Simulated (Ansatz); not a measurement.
All numbers below come from Ansatz, DFT PBE, scalar-relativistic, plane waves, PAW. Plane waves to 420 eV, a 4×4×8 mesh through Γ for the 8-atom cell and 0.02 eV Gaussian smearing; no spin polarisation.

The zero of energy is the elements' standard structures at the same level; no fitted shifts are applied.

Task: Find a candidate tetragonal semiconductor with formula ZnSe, with a gap near 0.7 eV, a formation energy near −0.52 eV/atom and about 23 Å³ per atom, in a cell of 8 atoms. Its symmetry should be P4_12_12 (No. 92).

Result: ZnSe, space group P4_12_12 (No. 92). Around Zn lie 4 Se at 2.50–2.54 Å; around Se lie 4 Zn at 2.50–2.54 Å.

```
Zn Se
1.0
     6.94455    0.00000    0.00000
     0.00000    6.94455    0.00000
     0.00000    0.00000    3.85105
Zn Se
4 4
Direct
  0.66937 0.66937 0.50000
  0.16937 0.83063 0.25000
  0.33063 0.33063 0.00000
  0.83063 0.16937 0.75000
  0.83097 0.83097 0.00000
  0.33097 0.66903 0.75000
  0.16903 0.16903 0.50000
  0.66903 0.33097 0.25000
```

- Volume per atom: 23.22 Å³
- Density: 5.16 g/cm³
- Formation energy: −0.523 eV/atom
- Gap on the 4×4×8 mesh of the 8-atom cell: 0.68 eV

It was reached by relaxing an invented guess, and it needn't be the stable form of this composition. Other answers may fit too; this one was computed.

Kohn–Sham gaps at this level usually fall short of measured ones. The reference form of Se is held partly by dispersion forces, which this level lacks. Symmetry constrained the relaxation, so the result can be a saddle point.
